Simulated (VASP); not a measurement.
# Sb (P2_1/m) in VASP: settings compared

One crystal, Sb, is run at these levels: PBEsol, LDA, PBE, PBE+D3(BJ); tasks: relaxation of cell and atoms.

Program: VASP 6.6.1. These are calculated values, not measurements. Logs are shortened: lines on timing, memory, paths and dates and some standing lists are left out, and cuts for length are marked.

## (1) The structure

It takes space group P2_1/m (No. 11, monoclinic). The conventional cell has a = 3.122 Å, b = 4.348 Å, c = 4.406 Å, α = 90.00°, β = 90.51°, γ = 90.00°. Sb (site symmetry m) has 6 Sb at 3.04 to 3.15 Å as nearest neighbours.

This isn't the form of Sb at room conditions, which is rhombohedral.

## (2) Relaxation of cell and atoms, PBEsol

The input, INCAR:

```
PREC = Accurate
ENCUT = 600
EDIFF = 1E-7
ISMEAR = 0
SIGMA = 0.1
LREAL = F
LASPH = T
NELM = 60
ALGO = Normal
ISIF = 3
LWAVE = F
LCHARG = F
GGA = PS
IBRION = 2
NSW = 90
EDIFFG = -0.005
```

The input, KPOINTS:

```
Automatic mesh
0
Gamma
  14 10 10
```

The input, POSCAR:

```
Sb
1.0
    3.1224020000      0.0000000000      0.0000000000
    0.0000000000      4.3475180000      0.0000000000
   -0.0389150000      0.0000000000      4.4058520000
Sb
2
Direct
    0.9886110000      0.7500000000      0.7588340000
    0.0113890000      0.2500000000      0.2411660000
```

Potentials or basis: VASP PAW PBE potentials, release 64 (Sb).

Launch:

```sh
> cat potpaw_PBE.64/Sb/POTCAR > POTCAR
> mpirun -np 1 vasp_std > vasp.out
```

OUTCAR:

```text
PREC = Accurate
   ENCUT = 600
   EDIFF = 1E-7
   ISMEAR = 0
   LREAL = F
   LASPH = T
   NELM = 60
   ISIF = 3
   GGA = PS
   IBRION = 2
   NSW = 90
   EDIFFG = -0.005

 ion  position               nearest neighbor table
   1  0.989  0.750  0.759-   2 3.04   2 3.04   2 3.15   2 3.15
   2  0.011  0.250  0.241-   1 3.04   1 3.04   1 3.15   1 3.15

  LATTYP: Found a simple monoclinic cell.
 ALAT       =     3.1224020000
 B/A-ratio  =     1.3923633152
 C/A-ratio  =     1.4111007668
 COS(beta)  =    -0.0088322263

  Lattice vectors:

 A1 = (   3.1224020000,   0.0000000000,   0.0000000000)
 A2 = (   0.0000000000,   4.3475180000,   0.0000000000)
 A3 = (  -0.0389150000,   0.0000000000,   4.4058520000)

Analysis of symmetry for initial positions (statically):
=====================================================================
 Subroutine PRICEL returns:
 Original cell was already a primitive cell.

 Routine SETGRP: Setting up the symmetry group for a
 simple monoclinic supercell.

 Subroutine GETGRP returns: Found  4 space group operations
 (whereof  2 operations were pure point group operations)
 out of a pool of  4 trial point group operations.

The static configuration has the point symmetry S_2 .
 The point group associated with its full space group is C_2h.

Analysis of symmetry for dynamics (positions and initial velocities):
=====================================================================
 Subroutine PRICEL returns:
 Original cell was already a primitive cell.

 Routine SETGRP: Setting up the symmetry group for a
 simple monoclinic supercell.

 Subroutine GETGRP returns: Found  4 space group operations
 (whereof  2 operations were pure point group operations)
 out of a pool of  4 trial point group operations.

The dynamic configuration has the point symmetry S_2 .
 The point group associated with its full space group is C_2h.

 Subroutine INISYM returns: Found  4 space group operations
 (whereof  2 operations are pure point group operations),
 and found     1 'primitive' translations

----------------------------------------------------------------------------------------

                                     Primitive cell

  volume of cell :      59.8081

  direct lattice vectors                    reciprocal lattice vectors
     3.122402000  0.000000000  0.000000000     0.320266257  0.000000000  0.002828774
     0.000000000  4.347518000  0.000000000     0.000000000  0.230016299  0.000000000
    -0.038915000  0.000000000  4.405852000     0.000000000  0.000000000  0.226970856

  length of vectors
     3.122402000  4.347518000  4.406023856     0.320278749  0.230016299  0.226970856

  position of ions in fractional coordinates (direct lattice)
     0.988611000  0.750000000  0.758834000
     0.011389000  0.250000000  0.241166000

  ion indices of the primitive-cell ions
   primitive index   ion index
                 1           1
                 2           2

----------------------------------------------------------------------------------------

 KPOINTS: Automatic mesh

Automatic generation of k-mesh.
 Grid dimensions read from file:
 generate k-points for:   14   10   10

 Generating k-lattice:

  Cartesian coordinates                     Fractional coordinates (reciprocal lattice)
     0.022876161  0.000000000  0.000202055     0.071428571  0.000000000  0.000000000
     0.000000000  0.023001630  0.000000000     0.000000000  0.100000000  0.000000000
     0.000000000  0.000000000  0.022697086     0.000000000  0.000000000  0.100000000

  Length of vectors
     0.022877053  0.023001630  0.022697086

  Shift w.r.t. Gamma in fractional coordinates (k-lattice)
     0.000000000  0.000000000  0.000000000

 Subroutine IBZKPT returns following result:
 ===========================================

 Found    432 irreducible k-points:

 Following reciprocal coordinates:
            Coordinates               Weight
  0.000000  0.000000  0.000000      1.000000
  0.071429  0.000000  0.000000      2.000000
  0.142857  0.000000  0.000000      2.000000
  0.214286  0.000000 -0.000000      2.000000
  0.285714  0.000000  0.000000      2.000000
  0.357143  0.000000  0.000000      2.000000
[... 16 lines left out ...]
  0.428571  0.200000 -0.000000      4.000000
  0.500000  0.200000 -0.000000      2.000000
 [... further k-points ...]
   k-points           NKPTS =    432   k-points in BZ     NKDIM =    432   number of bands    NBANDS=      9
   number of dos      NEDOS =    301   number of ions     NIONS =      2
   total plane-waves  NPLWV =  36288
   dimension x,y,z NGX =    28 NGY =   36 NGZ =   36
   dimension x,y,z NGXF=    56 NGYF=   72 NGZF=   72
   ions per type =               2
   NGX,Y,Z   is equivalent  to a cutoff of  14.91, 13.77, 13.58 a.u.
   NGXF,Y,Z  is equivalent  to a cutoff of  29.82, 27.53, 27.17 a.u.
 SYSTEM =  unknown system
   PREC   = accura    normal or accurate (medium, high low for compatibility)
   ISTART =      0    job   : 0-new  1-cont  2-samecut
   ICHARG =      2    charge: 1-file 2-atom 10-const
   ISPIN  =      1    spin polarized calculation?
   LNONCOLLINEAR =      F non collinear calculations
   LSORBIT =      F    spin-orbit coupling
   LASPH  =      T    aspherical Exc in radial PAW
   ENCUT  =  600.0 eV  44.10 Ry    6.64 a.u.   6.24  8.68  8.80*2*pi/ulx,y,z
   NELM   =     60;   NELMIN=  2; NELMDL= -5     # of ELM steps
   EDIFF  = 0.1E-06   stopping-criterion for ELM
   LREAL  =      F    real-space projection
   EDIFFG = -.5E-02   stopping-criterion for IOM
   NSW    =     90    number of steps for IOM
   IBRION =      2    ionic relax: 0-MD 1-quasi-New 2-CG
   NFREE  =      1    steps in history (QN), initial steepest desc. (CG)
   ISIF   =      3    stress and relaxation
   ISYM   =      2    0-nonsym 1-usesym 2-fastsym
   POTIM  = 0.5000    time-step for ionic-motion
   TEBEG  =    0.0;   TEEND  =   0.0 temperature during run
   PSTRESS=    0.0 pullay stress
   NELECT =      10.0000    total number of electrons
   NUPDOWN=      -1.0000    fix difference up-down
   EMIN   =  10.00;   EMAX   =-10.00  energy-range for DOS
   EFERMI =   0.00;   METHOD = LEGACY
   ISMEAR =     0;   SIGMA  =   0.10  broadening in eV -4-tet -1-fermi 0-gaus
   EFERMI_NEDOS =   21; number of points for ismear=-14 and -15
   IALGO  =     38    algorithm
   IMIX   =      4    mixing-type and parameters
     AMIX     =   0.40;   BMIX     =  1.00
     AMIX_MAG =   1.60;   BMIX_MAG =  1.00
  volume/ion in A,a.u.               =      29.90       201.80
  Fermi-wavevector in a.u.,A,eV,Ry     =   0.901893  1.704330 11.067117  0.813410
  Thomas-Fermi vector in A             =   2.025029
   LORBIT       =      0    0 simple, 1 ext, 2 COOP (PROOUT), +10 PAW based schemes
   GGA     = PS    functional components
   LHFCALC =     F    Hartree Fock is set to
   AEXX    =    0.0000 exact exchange contribution
   IVDW    =     0    specifies the selected vdW correction
   LEPSILON=     F    determine dielectric tensor
   LRPA    =     F    only Hartree local field effects (RPA)
 conjugate gradient relaxation of ions
 non-spin polarized calculation
 Gauss-broadening in eV      SIGMA  =   0.10
  energy-cutoff  :      600.00
  volume of cell :       59.81
 maximum number of plane-waves:      2020
 NGX is ok and might be reduce to    28
   NGX = 13   NGY = 17   NGZ = 17

--------------------------------------- Ionic step        1  -------------------------------------------

 number of electron      10.0000000 magnetization

 Free energy of the ion-electron system (eV)
  ---------------------------------------------------
  ext. energy  EPLUGINS =         0.00000000
  ---------------------------------------------------
  free energy    TOTEN  =        -9.05005986 eV

  energy without entropy =       -9.04395671  energy(sigma->0) =       -9.04700829

------------------------ aborting loop because EDIFF is reached ----------------------------------------

  FORCE on cell =-STRESS in cart. coord.  units (eV):
  Direction    XX          YY          ZZ          XY          YZ          ZX
  --------------------------------------------------------------------------------------
  -------------------------------------------------------------------------------------
  Total       -1.0487770     -0.6277013     -0.7344460      0.0000000      0.0000000      0.0172201
  in kB      -28.0952959    -16.8152567    -19.6748014      0.0000000      0.0000000      0.4613042
  external PRESSURE =     -21.5284513 kB  Pullay stress =       0.0000000 kB
[... 89 lines left out ...]
  FREE ENERGIE OF THE ION-ELECTRON SYSTEM (eV)
  ---------------------------------------------------
  free  energy   TOTEN  =        -9.0676302279 eV

  energy  without entropy=       -9.0617008680  energy(sigma->0) =       -9.06466555

[... ionic steps 4 to 18 ...]

--------------------------------------- Ionic step       19  -------------------------------------------

 number of electron      10.0000000 magnetization

------------------------ aborting loop because EDIFF is reached ----------------------------------------

  FORCE on cell =-STRESS in cart. coord.  units (eV):
  Direction    XX          YY          ZZ          XY          YZ          ZX
  --------------------------------------------------------------------------------------
  -------------------------------------------------------------------------------------
  Total       -0.0015070     -0.0182888     -0.0241313      0.0000000      0.0000000     -0.0006865
  in kB       -0.0420002     -0.5097192     -0.6725551      0.0000000      0.0000000     -0.0191319
  external PRESSURE =      -0.4080915 kB  Pullay stress =       0.0000000 kB
[... 57 lines left out ...]
  energy  without entropy=       -9.0686818157  energy(sigma->0) =       -9.07163934

--------------------------------------- Ionic step       21  -------------------------------------------

 number of electron      10.0000000 magnetization

 Free energy of the ion-electron system (eV)
  ---------------------------------------------------
  ext. energy  EPLUGINS =         0.00000000
  ---------------------------------------------------
  free energy    TOTEN  =        -9.07461191 eV

  energy without entropy =       -9.06868914  energy(sigma->0) =       -9.07165053

 E-fermi :   7.4647     XC(G=0):  -9.9127

 val. band max:        7.4642353312   @ k =  -0.2143   0.1000   0.4000
 cond. band min:       7.4668462751   @ k =   0.0714   0.4000   0.0000
 fundamental gap:      0.0026109440
 Fermi energy:         7.4647025443

 k-point     1 :       0.0000    0.0000    0.0000
  band No.  band energies     occupation
      1      -5.2289      2.00000
      2       0.0873      2.00000
      3       3.7599      2.00000
      4       3.7614      2.00000
      5       9.4461      0.00000
      6      10.7977      0.00000
      7      10.8370      0.00000
      8      10.8377      0.00000
      9      14.4486      0.00000
[... 265 lines left out ...]
 k-point    24 :       0.5000    0.2000   -0.0000
  band No.  band energies     occupation
      1      -2.3716      2.00000
      2       1.8539      2.00000
      3       1.9017      2.00000
      4       5.2305      2.00000
      5       6.1595      2.00000
      6       6.8195      2.00000
      7      11.3472      0.00000
      8      11.8448      0.00000
      9      11.8952      0.00000

 [... further k-points ...]
[... 5 lines left out ...]
  --------------------------------------------------------------------------------------
  -------------------------------------------------------------------------------------
  Total       -0.0032858     -0.0037575     -0.0051129      0.0000000      0.0000000     -0.0009066
  in kB       -0.0916238     -0.1047763     -0.1425707      0.0000000      0.0000000     -0.0252793
  external PRESSURE =      -0.1129903 kB  Pullay stress =       0.0000000 kB
[... 17 lines left out ...]
  FREE ENERGIE OF THE ION-ELECTRON SYSTEM (eV)
  ---------------------------------------------------
  free  energy   TOTEN  =        -9.0746119149 eV

  energy  without entropy=       -9.0686891440  energy(sigma->0) =       -9.07165053

 reached required accuracy - stopping structural energy minimisation
```

Run time: 12 min. Hardware: 1 thread of Intel Xeon 6975P-C (Granite Rapids), shared host; peak memory 0.44 GiB.

Results:

```
Free energy                            : -9.0746 eV
Relaxed volume                         : 28.73 Å³/atom
Relaxed cell                           : a = 3.066 Å, b = 4.329 Å, c = 4.330 Å, α = 90.00°, β = 89.94°, γ = 90.00°
Space group after relaxing (to 0.05 Å) : Pm-3m (No. 221)
Energy gained by relaxing              : 12.3 meV/atom
Ionic steps                            : 21
Pressure after relaxing                : 0.0 GPa
Band gap on the k mesh                 : none (metal or under the smearing width)
```

The path:
| step | energy change (eV) | largest force (eV/Å) | pressure (GPa) | volume (Å³) |
| --- | --- | --- | --- | --- |
| 1 | 0.0000 | 0.1043 | -2.15 | 59.81 |
| 2 | -0.0134 | 0.1811 | 1.32 | 56.40 |
| 3 | -0.0176 | 0.1589 | 0.10 | 57.47 |
| 4 | -0.0199 | 0.1289 | 0.09 | 57.43 |
| 5 | -0.0229 | 0.0416 | 0.13 | 57.34 |
| 6 | -0.0238 | 0.0213 | -0.12 | 57.54 |
| 7 | -0.0239 | 0.0227 | -0.06 | 57.49 |
| 8 | -0.0240 | 0.0207 | 0.03 | 57.41 |
| 9 | -0.0240 | 0.0199 | 0.09 | 57.36 |
| 10 | -0.0241 | 0.0194 | 0.08 | 57.37 |
| 11 | -0.0242 | 0.0194 | 0.04 | 57.41 |
| 12 | -0.0242 | 0.0250 | -0.04 | 57.49 |
| 13 | -0.0242 | 0.0225 | -0.02 | 57.46 |
| 14 | -0.0243 | 0.0223 | -0.02 | 57.47 |
| 15 | -0.0244 | 0.0229 | -0.04 | 57.49 |
| 16 | -0.0244 | 0.0194 | 0.01 | 57.44 |
| 17 | -0.0245 | 0.0157 | 0.07 | 57.38 |
| 18 | -0.0245 | 0.0092 | -0.01 | 57.45 |
| 19 | -0.0245 | 0.0064 | -0.04 | 57.49 |
| 20 | -0.0245 | 0.0069 | -0.04 | 57.48 |
| 21 | -0.0246 | 0.0016 | -0.01 | 57.46 |

Final structure:
```cif
data_structure
_symmetry_space_group_name_H-M 'P 1'
_symmetry_Int_Tables_number 1
_cell_length_a 3.0656
_cell_length_b 4.3290
_cell_length_c 4.3295
_cell_angle_alpha 90.000
_cell_angle_beta 89.936
_cell_angle_gamma 90.000
_cell_volume 57.46
loop_
_atom_site_label
_atom_site_type_symbol
_atom_site_fract_x
_atom_site_fract_y
_atom_site_fract_z
_atom_site_occupancy
Sb1 Sb 0.00043 0.75000 0.74994 1
Sb2 Sb 0.99957 0.25000 0.25006 1
```

Caveat: the PAW data sets were made with another functional, which shifts forces and pressure a little. Spin-orbit coupling is left out, which matters for the levels of Sb.

## (3) Relaxation of cell and atoms, LDA

INCAR, as its differences from that of step 2:

```diff
@@ -12,3 +12,3 @@
 LCHARG = F
-GGA = PS
+GGA = CA
 IBRION = 2
```

KPOINTS is that of step 2.

POSCAR is that of step 2.

Potentials or basis: VASP PAW LDA potentials, release 64 (Sb).

Launch:

```sh
> cat potpaw_LDA.64/Sb/POTCAR > POTCAR
> mpirun -np 1 vasp_std > vasp.out
```

Wall time 14 min (1 thread of Intel Xeon 6975P-C (Granite Rapids), shared host); peak memory 0.4 GiB.

It converged, with:

* Free energy: -9.5898 eV
* Relaxed volume: 28.20 Å³/atom
* Relaxed cell: a = 3.047 Å, b = 4.302 Å, c = 4.303 Å, α = 90.00°, β = 90.02°, γ = 90.00°
* Space group after relaxing (to 0.05 Å): Pm-3m (No. 221)
* Energy gained by relaxing: 22.0 meV/atom
* Ionic steps: 20
* Pressure after relaxing: 0.0 GPa
* Largest force after relaxing: 0.003 eV/Å
* Band gap on the k mesh: none (metal or under the smearing width)

Forces on the atoms (eV/Å):
```
Sb   0.002  0.000 -0.003
Sb  -0.002  0.000  0.003
```

Step by step:
| step | energy change (eV) | largest force (eV/Å) | pressure (GPa) | volume (Å³) |
| --- | --- | --- | --- | --- |
| 1 | 0.0000 | 0.0867 | -3.21 | 59.81 |
| 2 | -0.0251 | 0.2154 | 2.20 | 54.76 |
| 3 | -0.0364 | 0.1712 | 0.06 | 56.47 |
| 4 | -0.0389 | 0.1377 | 0.06 | 56.43 |
| 5 | -0.0423 | 0.0451 | 0.14 | 56.30 |
| 6 | -0.0431 | 0.0242 | -0.16 | 56.53 |
| 7 | -0.0433 | 0.0257 | -0.06 | 56.45 |
| 8 | -0.0434 | 0.0229 | 0.04 | 56.36 |
| 9 | -0.0434 | 0.0219 | 0.12 | 56.29 |
| 10 | -0.0435 | 0.0216 | 0.12 | 56.30 |
| 11 | -0.0436 | 0.0226 | 0.09 | 56.33 |
| 12 | -0.0436 | 0.0309 | 0.03 | 56.39 |
| 13 | -0.0437 | 0.0283 | 0.04 | 56.37 |
| 14 | -0.0437 | 0.0258 | -0.02 | 56.43 |
| 15 | -0.0438 | 0.0224 | -0.10 | 56.49 |
| 16 | -0.0438 | 0.0189 | -0.07 | 56.47 |
| 17 | -0.0439 | 0.0082 | 0.00 | 56.40 |
| 18 | -0.0438 | 0.0148 | 0.16 | 56.27 |
| 19 | -0.0439 | 0.0033 | 0.05 | 56.37 |
| 20 | -0.0440 | 0.0033 | 0.01 | 56.40 |

Final structure:
```cif
data_structure
_symmetry_space_group_name_H-M 'P 1'
_symmetry_Int_Tables_number 1
_cell_length_a 3.0471
_cell_length_b 4.3016
_cell_length_c 4.3029
_cell_angle_alpha 90.000
_cell_angle_beta 90.020
_cell_angle_gamma 90.000
_cell_volume 56.40
loop_
_atom_site_label
_atom_site_type_symbol
_atom_site_fract_x
_atom_site_fract_y
_atom_site_fract_z
_atom_site_occupancy
Sb1 Sb 0.99928 0.75000 0.75012 1
Sb2 Sb 0.00072 0.25000 0.24988 1
```

Levels at points of the mesh, in eV from the Fermi level:
```
           k point  band 1  band 2  band 3  band 4  band 5  band 6  band 7  band 8  band 9
(0.00, 0.00, 0.00)  -12.85   -7.42   -3.77   -3.77    1.99    3.34    3.38    3.39    6.94
(0.50, 0.00, 0.00)  -10.25   -5.95   -4.30   -1.74   -1.73   -1.70    4.76    4.77    4.78
(0.00, 0.50, 0.00)  -10.98  -10.98   -1.47   -1.47   -0.96   -0.96    5.13    5.13    8.10
(0.50, 0.50, 0.00)   -8.33   -8.33   -4.22   -4.22    0.65    0.65    1.68    1.68    5.54
(0.00, 0.00, 0.50)  -10.98  -10.97   -1.47   -1.46   -0.96   -0.96    5.12    5.13    8.09
(0.50, 0.00, 0.50)   -8.34   -8.33   -4.22   -4.22    0.65    0.65    1.68    1.68    5.54
(0.00, 0.50, 0.50)  -10.22  -10.22   -5.96   -5.96    5.52    5.52    5.56    5.56    9.01
(0.50, 0.50, 0.50)   -7.45   -7.45   -3.79   -3.79   -3.76   -3.76    1.99    1.99    7.79
```

Spin-orbit coupling is left out, which matters for the levels of Sb.

(Continued in part 2 of 2.)
